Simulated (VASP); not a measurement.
MgO (zincblende): one PBE0 single-point calculation in two programs

```yaml
crystal:
  lattice:
    - [0.00000, 2.28201, 2.28201]
    - [2.28201, 0.00000, 2.28201]
    - [2.28201, 2.28201, 0.00000]
  atoms:
    - { symbol: Mg, position: [0.00000, 0.00000, 0.00000] }
    - { symbol: O, position: [0.25000, 0.25000, 0.25000] }
```

Each program uses its own PAW datasets. VASP's cell holds 8 valence electrons and Ansatz's 16. Ansatz's stress includes a Pulay correction; VASP's doesn't.

Cutoffs: 520 eV in VASP, 420 eV in Ansatz. k meshes: 6×6×6 and 6×6×6.

```csv
,VASP,Ansatz
gap between bands v and c,5.96 eV,5.98 eV
least direct gap,5.96 eV,5.98 eV
pressure,-0.2 GPa,0.0 GPa
```

Band v is the last that the valence electrons fill when counted band by band, and c is the next. Levels in eV from the top of v, Ansatz:

```csv
point,v−1,v,c,c+1
Γ,0.00,0.00,5.98,19.66
X,-0.81,-0.81,8.65,14.18
W,-1.74,-1.11,10.17,14.28
K,-1.74,-0.61,9.93,13.92
L,-0.21,-0.21,11.38,12.38
```

VASP:

```
point    v−1      v      c    c+1
    Γ   0.00   0.00   5.96  19.59
    X  -0.82  -0.82   8.63  14.17
    W  -1.75  -1.13  10.15  14.27
    K  -1.76  -0.62   9.91  13.91
    L  -0.22  -0.22  11.35  12.37
```
